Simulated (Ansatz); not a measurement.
Ionic part of the dielectric constant of AlN, mode by mode

Computed with DFT LDA, scalar-relativistic, plane waves, PAW (Ansatz 0.2.0). Settings: 420 eV plane-wave cutoff, Γ-centred 12×12×6 mesh, fixed occupations. No spin polarisation. Phonons by linear response, acoustic sum rule imposed.

The structure is hexagonal, space group P6_3mc (No. 186). The conventional cell has a = 3.089 Å, b = 3.089 Å, c = 4.943 Å, α = 90.00°, β = 90.00°, γ = 120.00°. Around Al (site symmetry 3m) lie 4 N at 1.88 to 1.89 Å. N (site symmetry 3m) is surrounded by 4 Al at 1.88 to 1.89 Å.

The primitive cell has V = 40.84 Å³ and ε∞,yy = 4.397. Each polar mode adds Δε = (4.92064×10⁷/V)·S/ν² along y, with S its oscillator strength in e²/amu, ν in cm⁻¹ and V in Å³.

**Question.** From these modes, find each Δε and ε0,yy.
```tsv
ν (cm⁻¹)	S_yy (e²/amu)
678.0	1.384
```

**Answer.**
```csv
ν (cm⁻¹),Δε
678.0,3.63
```

The sum is 3.627, so ε0,yy = 8.02; the run's tensor has 8.02.

**Question.** Where do the longitudinal modes lie for a wave vector along y?

**Answer.** At 916 cm⁻¹. The Lyddane–Sachs–Teller product Π(ν_LO/ν_TO)² = 1.82 matches ε0/ε∞ = 1.82.

Cost: 1 run of about 15 core-minutes, on Intel Xeon Processor @ 2.50GHz (Skylake/Cascade Lake) (shared hosts).

The in-plane lattice response comes entirely from the E1 mode at 678.0 cm⁻¹, the only zone-centre optical mode of wurtzite that couples to a field perpendicular to the c axis. Its contribution of 3.63 slightly exceeds the electronic susceptibility, which is ε∞ less the vacuum term. The polar Al–N bond gives large Born effective charges, so opposite displacements of the two sublattices create a strong dipole, while the stiffness of the short bonds limits how far a static field can drive them. The light atoms raise the frequency but not the static response, because the mass cancels in S/ν². For the longitudinal mode, the macroscopic field adds a restoring force, screened only by the electrons, which lifts it to 916 cm⁻¹. With a single polar mode, the Lyddane–Sachs–Teller agreement confirms internal consistency rather than accuracy. The electronic part is probably somewhat too large, since LDA usually overestimates electronic screening in such nitrides. The dielectric anisotropy remains open, as it also requires the A1 response along c.
